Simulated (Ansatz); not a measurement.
InN (wurtzite)

```
InN
1.0
    3.54750     0.00000     0.00000
   -1.77375     3.07222     0.00000
    0.00000     0.00000     5.72256
In N
2 2
Direct
  0.66667   0.33333   0.00226
  0.33333   0.66667   0.50226
  0.66667   0.33333   0.62294
  0.33333   0.66667   0.12294
```

Grid over V/V₀ and (c/a)/(c/a)₀, subscript 0 meaning the relaxed cell; the conventional c axis lies along z; no internal relaxation.

Level of theory: r2SCAN (plane waves to 500 eV, PAW, scalar-relativistic; Ansatz, a program for electronic structure). k mesh 11×11×6 (Γ-centred), Fermi-Dirac smearing 0.05 eV. The energy includes the smearing's −TS. As the atoms are clamped, bonds stretch with the cell, which overstates energies and stresses. InN was relaxed with its symmetry unable to fall.

Changes of ΔE (eV/atom) from the point V/V₀ = 1.000, (c/a)/(c/a)₀ = 1.000 when one coordinate moves alone (two changes are said to add if the coupling is within 5 % of the smaller one, nearly so within 20 %):

```json
[
 {"point": "V/V₀ = 1.000, (c/a)/(c/a)₀ = 0.880", "change": "0.14589"},
 {"point": "V/V₀ = 1.000, (c/a)/(c/a)₀ = 0.940", "change": "0.03255"},
 {"point": "V/V₀ = 0.960, (c/a)/(c/a)₀ = 1.000", "change": "0.01177"},
 {"point": "V/V₀ = 0.980, (c/a)/(c/a)₀ = 1.000", "change": "0.00284"},
 {"point": "V/V₀ = 1.020, (c/a)/(c/a)₀ = 1.000", "change": "0.00262"},
 {"point": "V/V₀ = 1.040, (c/a)/(c/a)₀ = 1.000", "change": "0.01012"},
 {"point": "V/V₀ = 1.000, (c/a)/(c/a)₀ = 1.060", "change": "0.02642"},
 {"point": "V/V₀ = 1.000, (c/a)/(c/a)₀ = 1.120", "change": "0.09609"}
]
```

What is the change at V/V₀ = 1.040, (c/a)/(c/a)₀ = 1.120, where both move, and how far is it from the sum?

The sum of the single changes is 0.01012 + (0.09609) = 0.10621; the calculation gives 0.09563, so the coupling contributes -0.01058 (over 20 % of the smaller single change, not additive).

Do the two effects add at V/V₀ = 1.020, (c/a)/(c/a)₀ = 0.880? Give the computed change.

The sum of the single changes is 0.00262 + (0.14589) = 0.14851; the calculation gives 0.14197, so the coupling contributes -0.00654 (over 20 % of the smaller single change, not additive).

(Under strain, the slope of the energy per volume gives the stress and its curvature an elastic modulus.)
